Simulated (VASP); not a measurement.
Input of a VASP 6.6.1 run:

Contents of INCAR:

```
SYSTEM = HfS2
ALGO = Normal
EDIFF = 1E-7
EDIFFG = -0.005
ENCUT = 600
IBRION = 2
ISIF = 3
ISMEAR = 0
KPAR = 2
LASPH = .TRUE.
LATTICE_CONSTRAINTS = .TRUE. .TRUE. .FALSE.
LCHARG = .FALSE.
LREAL = .FALSE.
LWAVE = .FALSE.
NELM = 120
NSW = 60
PREC = Accurate
SIGMA = 0.03
```

Contents of KPOINTS:

```
k-points
0
G
  12 12 1
  0 0 0
```

Contents of POSCAR:

```
HfS2
1.0
    3.6300000000      0.0000000000      0.0000000000
   -1.8150000000      3.1436722200      0.0000000000
    0.0000000000      0.0000000000     18.8800000000
S Hf
2 1
Direct
    0.3333330000      0.6666670000      0.4237288100
    0.6666670000      0.3333330000      0.5762711900
    0.0000000000      0.0000000000      0.5000000000
```

Potentials or basis: VASP PAW LDA potentials, release 64 (S, Hf_pv).

Command:

```bash
$ cat potpaw_LDA.64/S/POTCAR potpaw_LDA.64/Hf_pv/POTCAR > POTCAR
$ mpirun -np 2 vasp_std > vasp.out
```

Q: What does it give for the relaxed cell?

A: a = 3.562 Å, b = 3.562 Å, c = 18.880 Å, α = 90.00°, β = 90.00°, γ = 120.00°.

Q: Estimate the relaxed volume.

A: 69.17 Å³/atom.

Q: Estimate the space group after relaxing (to 0.05 Å).

A: P-3m1 (No. 164).

Final structure:
```xyz
3
Lattice="3.5625 0.0000 0.0000 -1.7812 3.0852 0.0000 0.0000 0.0000 18.8800" Properties=species:S:1:pos:R:3 pbc="T T T"
S     0.0000    2.0568    8.0039
S     1.7812    1.0284   10.8761
Hf    0.0000    0.0000    9.4400
```
